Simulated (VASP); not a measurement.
The system is MgO2.

```
Mg O
1.0
     4.82861    0.00000    0.00000
     0.00000    4.82861    0.00000
     0.00000    0.00000    4.82861
Mg O
4 8
Direct
  0.00000 0.00000 0.00000
  0.50000 0.00000 0.50000
  0.50000 0.50000 0.00000
  0.00000 0.50000 0.50000
  0.58942 0.91058 0.08942
  0.91058 0.08942 0.58942
  0.08942 0.58942 0.91058
  0.41058 0.41058 0.41058
  0.58942 0.58942 0.58942
  0.91058 0.41058 0.08942
  0.08942 0.91058 0.41058
  0.41058 0.08942 0.91058
```

The cell is a database's computed one.

| Quantity | Value |
| --- | --- |
| Program | VASP 6.6.1 |
| Task | relaxation of cell and atoms |
| Functional | BLYP |
| Potentials or basis | VASP PAW PBE potentials, release 64 (Mg, O) |
| Cutoff | 600 eV |
| k mesh | 6 × 6 × 6 |
| Occupations | fermi-dirac, width 0.05 eV |
| Spin | no spin polarisation |

At the start: pressure 8.9 GPa; volume 9.38 Å³/atom.

Problem. Where does the relaxation end?

Solution. Over 7 steps the energy falls by 15.3 meV/atom and the volume is 9.93 Å³/atom (+5.8 %); space group Pa-3 (No. 205, to 0.05 Å).

Step by step:
```csv
step,energy change (eV),largest force (eV/Å),pressure (GPa),volume (Å³)
1,0.0000,0.5395,8.87,112.58
2,-0.0810,0.8613,-3.26,121.26
3,-0.1600,0.3629,1.34,117.49
4,-0.1832,0.0597,-0.34,119.67
5,-0.1841,0.0104,-0.09,119.32
6,-0.1841,0.0169,-0.09,119.29
7,-0.1840,0.0063,0.10,119.15
```

Final structure:
```
Mg O
1.0
     4.92078    0.00000    0.00000
     0.00000    4.92078    0.00000
     0.00000    0.00000    4.92078
Mg O
4 8
Cartesian
  0.0000 0.0000 0.0000
  2.4604 0.0000 2.4604
  2.4604 2.4604 0.0000
  0.0000 2.4604 2.4604
  2.9027 4.4785 0.4423
  4.4785 0.4423 2.9027
  0.4423 2.9027 4.4785
  2.0181 2.0181 2.0181
  2.9027 2.9027 2.9027
  4.4785 2.0181 0.4423
  0.4423 4.4785 2.0181
  2.0181 0.4423 4.4785
```

Caveat: the PAW data sets were made with another functional, which shifts forces and pressure a little.
